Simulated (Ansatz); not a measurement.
Runs of Ansatz 0.2.0 on MoS2. The structure is trigonal, space group R3m (No. 160). Conventional cell: a = 3.160 Å, b = 3.160 Å, c = 18.450 Å, α = 90.00°, β = 90.00°, γ = 120.00°. Mo (site symmetry 3m) has 6 S at 2.39 Å as nearest neighbours. Around S (site symmetry 3m) lie 3 Mo at 2.39 Å. S (site symmetry 3m) is surrounded by 3 Mo at 2.39 Å. Measurements of this composition are mostly on another form, of space group No. 194.

```tsv
level	spin	U	cell	k mesh	cutoff (eV)	smearing	double counting	hubbard projectors	gap on the mesh (eV)	pressure (GPa)	moment (μB)	largest force (eV/Å)
BHLYP+D3(BJ)-ATM	collinear, program default start	-	as given	6 × 6 × 6	420	fermi-dirac 0.01 eV	-	-	(c)	-2.5	0.00	0.17
revPBE+U	off	Mo d U = 6.2 eV	as given	10 × 10 × 10	420	fermi-dirac 0.025 eV	fll	ortho-atomic (the default)	0.89	7.6	-	(b)
LDA	non-collinear, program default start, SOC	-	as given	10 × 10 × 10	420	fermi-dirac 0.05 eV	-	-	0.84	(a)	0.00	0.08
r2SCAN+U	SOC, no magnetisation	Mo d U = 4.5 eV	cell strained at random at fixed volume	8 × 8 × 7	500	gaussian 0.1 eV	fll (the default)	ortho-atomic (the default)	0.95	4.6	-	0.60
```

Alike in all rows: task atomic charges; potentials or basis Ansatz PAW.

Task: Estimate the missing entries.

Result: (a) -2.4; (b) 0.55; (c) 3.21.

Caveats: the PAW data sets come from PBE, with cores solved anew for the run's functional, which leaves a small shift of forces and pressure; the magnetic or orbital state may not be the lowest (some runs); the thresholds are loose for stress (some runs); odd divisions of the mesh miss points on the zone boundary, where band edges often lie, so the gap on the mesh can be too wide (some runs).

A k mesh can miss the band edges, and rows without SOC leave out spin-orbit coupling on Mo.
